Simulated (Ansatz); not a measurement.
Take LaAlO$_{3}$ (space group R-3c, No. 167; a = 5.4131 Å, c = 13.1935 Å (hexagonal axes)) as the base. Axes: x lies along a and z along c of the hexagonal cell.

The values are results of Ansatz (an electronic-structure program), PBE, PAW, cutoff 420 eV, spin-orbit coupling left out, not measurements.

For the base:

The band gap is 4.02 eV.

It is then changed as follows: the cell is stretched by 2.33 % along x with no lateral relaxation, atoms relaxed at fixed cell.

Predict the new largest internal atomic displacement.

The largest internal atomic displacement is 0.096 Å.

What happens to the valence-band top at Γ?

The valence-band top at Γ (three highest levels, from the VBM) comes out as 0.00, -0.15, -0.21 eV.

Predict the new energy relative to the base.

The energy goes up by 6.1 meV/atom.

What does the calculation give for the band gap after the change?

The band gap falls by 0.19 eV to 3.83 eV.

The cells carry an imposed strain or load. Semilocal Kohn–Sham gaps tend to fall short of experiment. Whether these cells are dynamically stable was not tested.
